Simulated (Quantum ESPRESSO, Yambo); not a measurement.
# A GW chain in Yambo: AlN (P6_3mc), part 3 of 3

Wanted: ground state, empty states, screening and self-energy for AlN (P6_3mc).

Quantum ESPRESSO 7.5 and Yambo 5.3.0; PBE and many-body steps on it, plane waves. Known limits of the many-body steps: not at the basis limit; coarse k mesh.

So far. Step 3 (Bands along the symmetry lines): The gap is 4.221 eV, as in the run before at this level. Step 4 (Empty states on the mesh, 3×3×4 mesh, 102 bands): On this mesh the gap is 4.221 eV.

The database entry behind the starting cell differs from later determinations by our own check (inner coordinate u about 0.002 short), so it need not match the best structure at ambient conditions.

### Step 6. Screening and self-energy, 3×3×4 mesh, 102 bands, screening to 129.3 eV

G0W0 replaces the xc potential by the self-energy, built once from these orbitals. Only a window of levels is corrected, while the sums run over the empty bands that the input names.

This step: G0W0 on PBE, plane waves, norm-conserving pseudopotentials.

Contents of gw1.in:

```
HF_and_locXC
gw0
dyson
ppa
em1d
rim_cut
RandQpts= 1000000
RandGvec= 1 RL
EXXRLvcs= 72 Ry
VXCRLvcs= 288 Ry
Chimod= "HARTREE"
% BndsRnXp
 1 | 102 |
%
NGsBlkXp= 9.5 Ry
% LongDrXp
 1 | 1 | 1 |
%
% GbndRnge
 1 | 102 |
%
DysSolver= "n"
ExtendOut
PPAPntXp= 27.21138 eV
% QPkrange
 1 | 10 | 3 | 14 |
%
```

The run is started by

```
$ OMP_NUM_THREADS=1 mpirun -n 4 yambo -F gw1.in -J gw1 -C gw1 > gw1.log
```

The program printed:

```text
 Yambo, version 5.3.0

 [02] CORE Variables Setup
 =========================

  [... cell, symmetries and grids as in the set-up ...]

  [02.05] Energies & Occupations
  ==============================

  [X] === General ===
  [X] Electronic Temperature                        :  0.000000  0.000000 [eV K]
  [X] Bosonic    Temperature                        :  0.000000  0.000000 [eV K]
  [X] Finite Temperature mode                       : no
  [X] El. density                                   :  0.38275E+24 [cm-3]
  [X] Fermi Level                                   :  7.106664 [eV]

  [X] === Gaps and Widths ===
  [X] Conduction Band Min                           :  4.220509 [eV]
  [X] Valence Band Max                              :  0.000000 [eV]
  [X] Filled Bands                                  :   8
  [X] Empty Bands                                   :    9  102
  [X] Direct Gap                                    :  4.220509 [eV]
  [X] Direct Gap localized at k                     :  1
  [X] Indirect Gap                                  :  4.220509 [eV]
  [X] Indirect Gap between kpts                     :  1  1
  [X] Last valence band width                       :  2.371270 [eV]
  [X] 1st conduction band width                     :  3.218767 [eV]

 [03] Transferred momenta grid and indexing
 ==========================================

 IBZ Q-points                                      :  10
 BZ  Q-points                                      :   36

 K/Q-points units:
 rlu = crystal or reduced units; cc = cartesian coordinates; iku = interal k-units

 Q [ 1]         [rlu]:  0.000000  0.000000  0.000000
 Q [ 2]         [rlu]:  0.000000  0.000000  0.250000
 Q [ 3]         [rlu]:  0.000000  0.000000 -0.500000
 Q [ 4]         [rlu]: -0.40821E-19  0.33333       0.0000
 Q [ 5]         [rlu]: -0.40821E-19  0.33333      0.25000
 Q [ 6]         [rlu]: -0.40821E-19  0.33333     -0.50000
 Q [ 7]         [rlu]:  0.333333  0.333333  0.000000
 Q [ 8]         [rlu]:  0.333333  0.333333  0.250000
 Q [ 9]         [rlu]:  0.333333  0.333333 -0.500000
 Q [10]         [rlu]:  0.40821E-19 -0.33333      0.25000

 [04] Coloumb potential Random Integration (RIM)
 ===============================================

  [04.01] RIM initialization
  ==========================

  * Diagonal components only detected *

  8 x (sBL volume)        :  0.195400 [a.u.]
  sBZ random points       :  1000000
  Points outside the sBZ  :   7994252
  RL volume               :  0.879301 [a.u.]
  Integrated volume       :  0.879933 [a.u.]

  [04.02] RIM integrals
  =====================

  Gamma point sphere radius             :  0.105259 [a.u.]
  Points outside the sphere             :   811608
  [Int_sBZ(q=0) 1/q^2]*(Vol_sBZ)^(-1/3) =:  7.236165
                                 should be <:  7.795600

  Summary of Coulomb integrals for non-metallic bands |Q|[au] RIM/Bare

  Q [1] 0.100000E-4 0.928237 * Q [2] 0.166880 0.646012
  Q [3] 0.333760 0.872534 * Q [4] 0.411102 1.143679
  Q [10] 0.443682 1.087027 * Q [5] 0.443682 1.086663
  Q [6] 0.529529 1.022105 * Q [7] 0.712050 1.044470
  Q [8] 0.731344 1.037865 * Q [9] 0.786391 1.024498

 [05] Dipoles
 ============

  [05.01] Setup: observables and procedures
  =========================================

  [WARNING] [x,Vnl] slows the Dipoles computation. To neglect it rename the ns.kb_pp file

 [06] Dynamic Dielectric Matrix (PPA)
 ====================================

 [WR./gw1//ndb.pp]---------------------------------------------------------------
  Brillouin Zone Q/K grids (IBZ/BZ)                :   10   36   10   36
  RL vectors                                       :   3777 [WF]
  Coulomb cutoff potential                         : none
  Electronic Temperature                           :  0.000000 [K]
  Bosonic    Temperature                           :  0.000000 [K]
  PPA    diel. fun.  energies                      : Perdew, Burke & Ernzerhof(X)+Perdew, Burke & Ernzerhof(C)
  wavefunctions                                    : Perdew, Burke & Ernzerhof(X)+Perdew, Burke & Ernzerhof(C)
  Global Gauge                                     : length
  X matrix size                                    :  147
  X band range                                     :    1  102
  X e/h energy range                               : -1.000000 -1.000000 [eV]
  X Time ordering                                  : R
  X Hxc Kernel                                     : HARTREE
  X Drude frequency                                :  0.000000  0.000000
  X poles                                          :  100.0000 [o/o]
  RL vectors in the sum                            :   3777
  [r,Vnl] included                                 : yes
  Field direction                                  :  0.577350E-5  0.577350E-5  0.577350E-5
  BZ energy Double Grid                            : no
  BZ energy DbGd points                            : 0
  BZ Q point size factor                           : -1.000000
  X Optical Averaged directions                    : none

 [07] Local Exchange-Correlation + Non-Local Fock
 ================================================

 [VXC] Plane waves :  23187
 [EXS] Plane waves :  2875

 QP @ state[ 1 ] K range:   1  10
 QP @ state[ 1 ] b range:   3  14

 [xc] Functional : Perdew, Burke & Ernzerhof(X)+Perdew, Burke & Ernzerhof(C)
 [xc] LIBXC used to calculate xc functional
  PP Number of Atomic Species                      :  2
  NLCC RL compoments                               :  23187
  PP Number of Atomic Species                      :  2
  NLCC RL compoments                               :  23187

 [xc] E_xc :  -6.931593 [Ha]
      E_xc :  -13.86319 [Ry]

  Local XC kind (lXC) : Perdew, Burke & Ernzerhof(X)+Perdew, Burke & Ernzerhof(C)
  Non-Local XC kind (nlXC) : Hartree-Fock

  Corrections @ K [1] :  [eV]
 <3|nlXC|3> = -18.50954  0.10042E-16 <3|lXC|3> = -12.68621  0.18882E-15
 <4|nlXC|4> = -20.90314  0.36538E-16 <4|lXC|4> = -16.48961 -0.42418E-23
 <5|nlXC|5> = -20.90284 -0.22399E-16 <5|lXC|5> = -16.48961  0.12788E-23
 <6|nlXC|6> = -21.12511  0.25547E-16 <6|lXC|6> = -16.99289  0.16405E-22
 <7|nlXC|7> = -21.12511 -0.45541E-17 <7|lXC|7> = -16.99289 -0.14938E-23
 <8|nlXC|8> = -20.86447  0.20520E-16 <8|lXC|8> = -17.08523  0.21215E-21
 <9|nlXC|9> = -7.867130  0.38045E-17 <9|lXC|9> = -12.50474  0.18882E-15
 <10|nlXC|10> = -5.604894  0.10268E-17 <10|lXC|10> = -10.79204  0.11801E-16
 <11|nlXC|11> = -7.260712 -0.12655E-17 <11|lXC|11> = -14.07039  0.18882E-15
 <12|nlXC|12> = -3.930719 -0.38055E-17 <12|lXC|12> = -9.586648 -0.47204E-16
[...]
Corrections @ K [2] :  [eV]
[...]
Corrections @ K [3] :  [eV]
[...]
Corrections @ K [4] :  [eV]
[...]
Corrections @ K [5] :  [eV]
[...]
[... 4 further k-points ...]
  Corrections @ K [10] :  [eV]
[...]
<10|nlXC|10> = -5.407513  0.20595E-17 <10|lXC|10> = -10.43960  0.23589E-16
 <11|nlXC|11> = -6.624890 -0.76047E-18 <11|lXC|11> = -12.36382  0.47202E-16
 <12|nlXC|12> = -5.319749 -0.15165E-17 <12|lXC|12> = -11.14118  0.18882E-15
 <13|nlXC|13> = -5.821700  0.45643E-18 <13|lXC|13> = -12.09921  0.47198E-16
 <14|nlXC|14> = -4.133731 -0.35919E-17 <14|lXC|14> = -9.985946  0.47204E-16

  [07.01] Hartree-Fock occupations report
  =======================================

  [Hartree-Fock] === General ===
  [Hartree-Fock] Electronic Temperature             :  0.000000  0.000000 [eV K]
  [Hartree-Fock] Bosonic    Temperature             :  0.000000  0.000000 [eV K]
  [Hartree-Fock] Finite Temperature mode            : no
  [Hartree-Fock] El. density                        :  0.38275E+24 [cm-3]
  [Hartree-Fock] Fermi Level                        :  7.106664 [eV]

  [Hartree-Fock] === Gaps and Widths ===
  [Hartree-Fock] Conduction Band Min                :  8.858121 [eV]
  [Hartree-Fock] Valence Band Max                   : -3.779240 [eV]
  [Hartree-Fock] Filled Bands                       :   8
  [Hartree-Fock] Empty Bands                        :    9  102
  [Hartree-Fock] Direct Gap                         :  12.63736 [eV]
  [Hartree-Fock] Direct Gap localized at k          :  1
  [Hartree-Fock] Indirect Gap                       :  12.63736 [eV]
  [Hartree-Fock] Indirect Gap between kpts          :  1  1
  [Hartree-Fock] Last valence band width            :  3.268973 [eV]
  [Hartree-Fock] 1st conduction band width          :  3.860562 [eV]

 [08] Dyson equation: Newton solver
 ==================================

  [08.01] G0W0 (W PPA)
  ====================

  [  GW  ] Bands range     :    1  102
  [GW/PPA] G damping       :  0.100000 [eV]

  QP @ state[ 1 ] K range:   1  10
  QP @ state[ 1 ] b range:   3  14

   Sc/G bands                                       :    1  102
   Sc/G damping                                     :  0.100000 ev
   Sc bands terminator                              : no
   Sx RL components                                 :  2875

   QP @ state[ 1 ] K range                          :   1  10
   QP @ state[ 1 ] b range                          :   3  14
   GF energies kind                                 : Perdew, Burke & Ernzerhof(X)+Perdew, Burke & Ernzerhof(C)
   GF WF`s kind                                     : Perdew, Burke & Ernzerhof(X)+Perdew, Burke & Ernzerhof(C)
   Xs energies kind                                 : Perdew, Burke & Ernzerhof(X)+Perdew, Burke & Ernzerhof(C)
   Xs WF`s kind                                     : Perdew, Burke & Ernzerhof(X)+Perdew, Burke & Ernzerhof(C)

 [11] Game Over & Game summary
```

Wall time 2.2 min (4 MPI ranks of Arm Neoverse V1, shared host); peak memory 1.4 GiB.

This step gave:

```yaml
g0w0_gap_on_the_mesh: 5.503 eV
starting_gap_on_the_mesh: 4.221 eV
k_of_the_valence_top: 0, 0, 0
k_of_the_conduction_bottom: 0, 0, 0
least_direct_g0w0_gap_on_the_computed_points: 5.503 eV
z_at_the_valence_top: 0.7961
z_at_the_conduction_bottom: 0.8217
```

The gap on the mesh goes from 4.22 eV to 5.50 eV, a correction of +1.28 eV.

Limits: finite bands, cutoff and mesh; coarse k mesh. v1 is the top filled band, c1 the lowest empty one. Levels before and after the correction, in eV, zero at the valence-band top of each column:

```
           conduction bottom  valence top
Kohn-Sham               4.22         0.00
     G0W0               5.50         0.00
```

```
             level  energy (eV)
Kohn-Sham     Γ v4       -0.831
Kohn-Sham  Γ v3-v2       -0.180
Kohn-Sham     Γ v1        0.000
Kohn-Sham     Γ c1        4.221
Kohn-Sham     Γ c2        6.676
Kohn-Sham     Γ c3       10.592
Kohn-Sham     Γ c4       11.191
     G0W0     Γ v4       -1.051
     G0W0  Γ v3-v2       -0.270
     G0W0     Γ v1        0.000
     G0W0     Γ c1        5.503
     G0W0     Γ c2        7.965
     G0W0     Γ c3       12.524
     G0W0     Γ c4       12.460
```

### Step 7. Where the time went

Times are wall times on the hardware named with each run, good to a factor of about two.

```
                          step     time  share  memory (GiB)
                  ground state      6 s    4 %          0.23
bands along the symmetry lines    4.8 s    3 %           0.2
      empty states on the mesh    7.5 s    5 %          0.29
         conversion and set-up    2.1 s    1 %          0.23
     screening and self-energy  2.2 min   87 %           1.4
```

### Step 8. What came out

* PBE gap: 4.22 eV, direct
* G0W0 gap on the mesh: 5.50 eV
* GW settings: 3×3×4 mesh, 102 bands, screening to 129.3 eV, Godby-Needs plasmon pole
* known limits: not at the basis limit; coarse k mesh

G0W0 moves the gap on the mesh from 4.22 eV to 5.50 eV (+1.28 eV), with Z of 0.80 and 0.82 at the edges. The dearest step here is «screening and self-energy». Bands and cutoff are finite, so the gap is not at the basis limit. The miss can reach some tenths of an eV and take either sign; the mesh is an error of its own. The 3×3×4 mesh is coarse for this cell, which bears on the long-range parts of exchange and screening.

[Paths, hosts, dates, memory and timing lines, banners, echoed tables and standing remarks are left out of the program output.]

[Logs are printed without paths, hosts, clocks, repeated set-up lines and the standing remarks that a program may print on its own settings, such as how far it seeks lower states.]

[Runs of the session that timed out or met a known fault of the program may be left out.]

[Hosts, paths, dates, database ids (printed as entryN), source tags and the programs' standing remarks are cut or masked in the printed files.]
